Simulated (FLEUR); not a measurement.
# CdSe (Cadmoselite) (P6_3mc) in FLEUR: notebook, part 3 of 3

FLEUR MaX-R8.1 (patched build s14). The steps go on from the part before.

**9. Band structure, Wu-Cohen GGA, spin-orbit coupling, no magnetisation**

Changes to inp.xml since step 7:

```diff
@@ -6,3 +6,3 @@
    <calculationSetup>
-      <cutoffs Kmax="4.07" Gmax="12.6" GmaxXC="12.6" numbands="0"/>
+      <cutoffs Kmax="3.95" Gmax="12.3" GmaxXC="12.3" numbands="200"/>
       <scfLoop itmax="60" minDistance="0.00001" maxIterBroyd="15" imix="Anderson" alpha="0.05" precondParam="0.0" spinf="2.0"/>
@@ -11,3 +11,3 @@
       <magnetism jspins="1"/>
-      <soc l_soc="F" theta="0.0" phi="0.0" spav="F"/>
+      <soc l_soc="T" theta="0.0" phi="0.0" spav="F"/>
       <expertModes spex="0" secvar="F"/>
@@ -24,3 +24,3 @@
       <xi:include xmlns:xi="http://www.w3.org/2001/XInclude" href="sym.xml"> </xi:include>
-      <bulkLattice scale="1.0196128224">
+      <bulkLattice scale="1.0">
          <bravaisMatrix>
@@ -34,3 +34,3 @@
       <species name="Cadmium (Cd)" element="Cd" atomicNumber="48">
-         <mtSphere radius="2.4" gridPoints="817" logIncrement="0.016"/>
+         <mtSphere radius="2.47" gridPoints="817" logIncrement="0.016"/>
          <atomicCutoffs lmax="10" lnonsphr="8"/>
@@ -48,3 +48,3 @@
       <species name="Selenium (Se)" element="Se" atomicNumber="34">
-         <mtSphere radius="2.04" gridPoints="695" logIncrement="0.018"/>
+         <mtSphere radius="2.1" gridPoints="695" logIncrement="0.018"/>
          <atomicCutoffs lmax="8" lnonsphr="6"/>
```

Contents of crystal.txt:

```
CdSe
&input cartesian=F /
4.3000000000  0.0000000000  0.0000000000
-2.1500000000  3.7239092363  0.0000000000
0.0000000000  0.0000000000  7.0200000000
1.8897261246
1.0 1.0 1.0

4
48 0.6666666667  0.3333333333  0.5000000000
48 0.3333333333  0.6666666667  0.0000000000
34 0.6666666667  0.3333333333  0.8850000000
34 0.3333333333  0.6666666667  0.3850000000

&soc 0.0 0.0 /
&kpt div1=5 div2=5 div3=3 gamma=T /
```

Changes to inp.xml (bands) since step 2:

```diff
@@ -6,3 +6,3 @@
    <calculationSetup>
-      <cutoffs Kmax="3.95" Gmax="12.3" GmaxXC="12.3" numbands="0"/>
+      <cutoffs Kmax="3.95" Gmax="12.3" GmaxXC="12.3" numbands="200"/>
       <scfLoop itmax="60" minDistance="0.00001" maxIterBroyd="15" imix="Anderson" alpha="0.05" precondParam="0.0" spinf="2.0"/>
@@ -11,3 +11,3 @@
       <magnetism jspins="1"/>
-      <soc l_soc="F" theta="0.0" phi="0.0" spav="F"/>
+      <soc l_soc="T" theta="0.0" phi="0.0" spav="F"/>
       <expertModes spex="0" secvar="F"/>
```

Potentials or basis: all-electron, FLAPW.

The run is started by

```console
$ inpgen -f crystal.txt -profile fastHighL
$ # inp.xml edited to the form shown
$ fleur
$ fleur   # second run, on inp.xml (bands)
```

Run time: 6.5 min. Hardware: 1 thread of Intel Xeon Platinum 8175M at 2.50GHz (Skylake/Cascade Lake), shared host; peak memory 0.18 GiB.

The run converged. Its results:

```yaml
Free_energy: -436748.4455 eV
Band_gap_on_the_k_mesh: 0.43 eV, direct
Band_gap_along_the_path: 0.43 eV, direct
Valence_electrons_inside_the_program's_atomic_spheres: Cd 18.38; Se 13.59 (radii Cd 2.47, Se 2.1 bohr)
```

Levels at the corners of the path, in eV from the valence-band top:
| point | band 70 | band 71 | band 72 | band 73 | band 74 | band 75 |
| --- | --- | --- | --- | --- | --- | --- |
| Γ | -0.01 | 0.00 | 0.00 | 0.43 | 0.43 | 1.87 |
| M | -1.40 | -0.94 | -0.94 | 2.99 | 2.99 | 3.09 |
| K | -1.93 | -1.83 | -1.83 | 4.14 | 4.14 | 4.45 |
| Γ | -0.01 | 0.00 | 0.00 | 0.43 | 0.43 | 1.87 |
| A | -0.38 | -0.38 | -0.38 | 2.10 | 2.10 | 2.10 |
| L | -1.38 | -1.38 | -1.38 | 2.75 | 2.75 | 2.75 |
| H | -1.21 | -1.16 | -1.16 | 3.54 | 3.54 | 3.60 |
| A | -0.38 | -0.38 | -0.38 | 2.10 | 2.10 | 2.10 |
| L | -1.38 | -1.38 | -1.38 | 2.75 | 2.75 | 2.75 |
| M | -1.40 | -0.94 | -0.94 | 2.99 | 2.99 | 3.09 |
| K | -1.93 | -1.83 | -1.83 | 4.14 | 4.14 | 4.45 |
| H | -1.21 | -1.16 | -1.16 | 3.54 | 3.54 | 3.60 |

Core levels (eV from the Fermi level):
| atom | levels |
| --- | --- |
| 1 Cd | 1s1/2 -26502.3, 2s1/2 -3930.2, 2p1/2 -3659.3, 2p3/2 -3466.8, 3s1/2 -729.2, 3p1/2 -620.6, 3p3/2 -586.2, 3d3/2 -393.6, 3d5/2 -386.7 |
| 2 Cd | 1s1/2 -26502.3, 2s1/2 -3930.2, 2p1/2 -3659.3, 2p3/2 -3466.8, 3s1/2 -729.2, 3p1/2 -620.6, 3p3/2 -586.2, 3d3/2 -393.6, 3d5/2 -386.7 |
| 3 Se | 1s1/2 -12492.0, 2s1/2 -1599.7, 2p1/2 -1435.0, 2p3/2 -1393.2, 3s1/2 -207.0, 3p1/2 -150.6, 3p3/2 -144.7 |
| 4 Se | 1s1/2 -12492.0, 2s1/2 -1599.7, 2p1/2 -1435.0, 2p3/2 -1393.2, 3s1/2 -207.0, 3p1/2 -150.6, 3p3/2 -144.7 |

Caveat: spin-orbit coupling is added in second variation on a limited number of bands.

**10. The runs side by side**

| task | spin | k mesh | gmax | muffin-tin radii | max iterations | mixing factor | mixer | kmax | gap on the mesh (eV) |
| --- | --- | --- | --- | --- | --- | --- | --- | --- | --- |
| band structure | off | 7 × 7 × 4 | 12.3 1/bohr | Cd 2.47, Se 2.1 bohr | 60 | 0.05 | Anderson | 3.95 1/bohr | 0.55 |
| equation of state | off | 7 × 7 × 4 | 12.6 1/bohr | Cd 2.4, Se 2.04 bohr | - | - | - | 4.07 1/bohr | - |
| band structure | SOC, no magnetisation | 5 × 5 × 3 | 12.3 1/bohr | Cd 2.47, Se 2.1 bohr | 60 | 0.05 | Anderson | 3.95 1/bohr | 0.43 |

Alike in all rows: level Wu-Cohen GGA; potentials or basis all-electron, FLAPW; cell as given; smearing fermi-dirac 0.05 eV.

Caveats: spin-orbit coupling is added in second variation on a limited number of bands (some runs).

Compare energies only between runs with the same functional and basis.

**11. How close it comes**

Step 2. Against the measured gap of CdSe, 1.841 eV (2 K; a printed reference work, data compilation), the calculated 0.55 eV is off by -1.29 eV. So large a miss can be the level of theory's own, or it may mean another phase, state or a wrong row. Spin-orbit coupling on Cd, Se is left out. The value is that of Wu-Cohen GGA, without temperature or zero-point motion.

Step 9. Against the measured gap of CdSe, 1.841 eV (2 K; a printed reference work, data compilation), the calculated 0.43 eV is off by -1.41 eV. So large a miss can be the level of theory's own, or it may mean another phase, state or a wrong row. The value is that of Wu-Cohen GGA, without temperature or zero-point motion.
